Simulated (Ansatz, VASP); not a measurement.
# Two plane-wave programs on Lu

INCAR

```
PREC     = Accurate       # precision mode
ENCUT    = 520            # plane-wave cutoff, eV
EDIFF    = 1E-8           # SCF threshold, eV
ISMEAR   = -1             # smearing method
SIGMA    = 0.08           # smearing width, eV
LREAL    = False          # projectors in reciprocal space
LASPH    = True           # aspherical terms in the spheres
NELM     = 100            # most SCF steps
ALGO     = Fast           # electronic algorithm
ISIF     = 2              # what is computed and relaxed
LWAVE    = False          # write WAVECAR
LCHARG   = False          # write CHGCAR
GGA      = PE             # functional
LEFG     = True         
NBANDS   = 18             # bands
```

Contents of KPOINTS:

```
Automatic mesh
0
Gamma
  15 15 15
```

The input POSCAR:

```
Lu
1.0
   -1.9882100203      1.9882100203      1.9882100203
    1.9882100203     -1.9882100203      1.9882100203
    1.9882100203      1.9882100203     -1.9882100203
Lu
1
Direct
    0.0000000000      0.0000000000      0.0000000000
```

Input for Ansatz:

```yaml
crystal:
  lattice:
    - [-1.9882100203, 1.9882100203, 1.9882100203]
    - [1.9882100203, -1.9882100203, 1.9882100203]
    - [1.9882100203, 1.9882100203, -1.9882100203]
  atoms:
    - { symbol: Lu, position: [0.0, 0.0, 0.0] }
kpoints:
  mp_grid: { grid: [15, 15, 15] }
scf:
  occupations: { method: fermi_dirac, width: 0.08 }
hamiltonian:
  xc: pbe
  pseudopotentials: { kind: paw }
output:
  forces: true
  stress: true
  eigenvalues: true
  efg: { contact_densities: true }
  write_density: true
  write_potential: true
  elf: true
  volumetric_format: npy
```

Change from the starting cell: volume scaled by 1.06, PAW files.

Alike in both runs: task electric field gradients; functional PBE; k mesh 15 × 15 × 15; occupations fermi-dirac, width 0.08 eV; no spin polarisation.

|  | VASP | Ansatz |
| --- | --- | --- |
| version | VASP 6.6.1 | Ansatz 0.2.0 |
| potentials or method | VASP PAW PBE potentials, release 64 (Lu) | PAW with Ansatz's default frozen-core files, scalar-relativistic |
| plane-wave cutoff (eV) | 520 | 420 |
| valence electrons in the cell | 25 | 25 |

|  | VASP | Ansatz | Ansatz less VASP |
| --- | --- | --- | --- |
| pressure (GPa) | -2.3 | -2.3 | +0.02 |
| Vzz of the field gradient on the site that differs most (V/Å²) | 0.0 | 0.0 | 0.00 |

The functional is the same, so the differences come from potentials, cutoffs and numerics. Ansatz warned: «gradients_without_spin_orbit».

Spin-orbit coupling is left out, which matters for the levels of Lu.
